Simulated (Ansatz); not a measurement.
# Si₃N₄: Quadrupolar parameters

The cell is an entry of the Crystallography Open Database (COD) whose atoms were relaxed with PBE, the cell held.

Space group P6_3/m (No. 176); a = 7.5950, c = 2.9023 Å, γ = 120.00°.

```csv
site,Wyckoff,site symmetry,x,y,z
Si,6h,m..,0.7673,0.1736,0.2500
N7,6h,m..,0.0294,0.3297,0.2500
N13,2d,-6..,0.3333,0.6667,0.7499
```

One atom of each set is listed.

All values are calculated (Ansatz; DFT, r2SCAN, plane waves and PAW, scalar-relativistic, 500 eV cutoff, Γ-centred 4×4×10 k-points, Fermi–Dirac smearing 0.02 eV), not measured.

C_Q = eQV_zz/h, which is 24.18 MHz for Q = 1 b and V_zz = 10²¹ V/m²; η = (V_xx − V_yy)/V_zz.

¹⁴N: I = 1, Q = 20.44 mb. Nuclear quadrupole moments: year-2017 set (Pyykkö).

Problem. What field gradients does the calculation give at each kind of site?

Solution. 

```tsv
site	atoms	first shell	V_zz (10²¹ V/m²)	η	C_Q (MHz)
Si	6	4 N at 1.73 Å	0.99	0.40	–
N7	6	3 Si at 1.73 Å	-4.89	0.08	-2.41
N13	2	3 Si at 1.73 Å	-4.90	0.00	-2.42
```

An axis of threefold or higher order runs through N13, so V_zz lies along it and η is zero. At N7 V_zz stands upright on the plane through its three neighbours (within 3°).

Si has no stable isotope with a ground-state quadrupole moment in the table, so no C_Q is given.
